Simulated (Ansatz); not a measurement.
Runs of Ansatz 0.2.0 on Cu3Au (Auricupride). Symmetry: Pm-3m, No. 221, cubic system. Conventional cell: a = 3.740 Å, b = 3.740 Å, c = 3.740 Å, α = 90.00°, β = 90.00°, γ = 90.00°. Au (site symmetry m-3m) has 12 Cu at 2.64 Å as nearest neighbours. Cu (site symmetry 4/mmm) is surrounded by 4 Au at 2.64 Å and 8 Cu at 2.64 Å. 

```tsv
task	level	spin	cell	k mesh	cutoff (eV)	points for each segment of the path	mesh quality	gap on the mesh (eV)	pressure (GPa)	relaxed volume (Å³/atom)
relaxation of cell and atoms	PBEsol+D3(BJ)	off	relaxed	7 × 7 × 7	420	-	not flagged	-	0.0	(b)
relaxation of cell and atoms	RPBE+D3(BJ)	off	relaxed	7 × 7 × 7	420	-	not flagged	none	0.0	11.17
relaxation of cell and atoms	revPBE	off	relaxed	7 × 7 × 7	420	-	not flagged	-	0.0	13.83
band structure	HSE03	off	as given	4 × 4 × 4	420	4	coarse	none	(c)	-
band structure	r2SCAN	SOC, no magnetisation	as given	5 × 5 × 5	500	14	not flagged	none	-1.1	-
band structure	revPBE	off	as given	7 × 7 × 7	420	14	not flagged	none	8.3	-
relaxation of cell and atoms	BLYP	off	relaxed	7 × 7 × 7	420	-	not flagged	-	0.0	14.41
band structure	HSEsol	off	as given	4 × 4 × 4	420	4	coarse	none	(a)	-
band structure	r2SCAN	off	as given	7 × 7 × 7	500	14	not flagged	none	-0.8	-
band structure	BLYP	off	as given	7 × 7 × 7	420	14	not flagged	none	14.2	-
relaxation of cell and atoms	PBEsol+D4	off	relaxed	7 × 7 × 7	420	-	not flagged	-	0.0	12.52
```

Alike in all rows: potentials or basis Ansatz PAW; smearing fermi-dirac 0.05 eV.

**Question.** Fill in the values left out.

**Answer.** (a) -2.7; (b) 12.28; (c) 3.3.

Caveats: some runs use coarse meshes; the PAW data sets come from PBE, with cores solved anew for the run's functional, which leaves a small shift of forces and pressure; the plane-wave basis is chosen anew once the cell has moved, so the energies of steps on either side of that aren't comparable (some runs); spin-orbit coupling is left out, which moves the levels of the heavy elements (some runs); the thresholds are loose for stress (some runs); the volume moved by -15 % from the deposited cell, more than functionals usually miss (some runs); pairwise dispersion overbinds metals, which lowers pressure and volume (some runs); the volume moved by +10 % from the deposited cell, more than functionals usually miss (some runs).

A k mesh can miss the band edges, and rows without SOC leave out spin-orbit coupling on Au.

A gap of «none» marks a metal or a gap under the smearing width.

Runs at the PBE level aren't shown here.
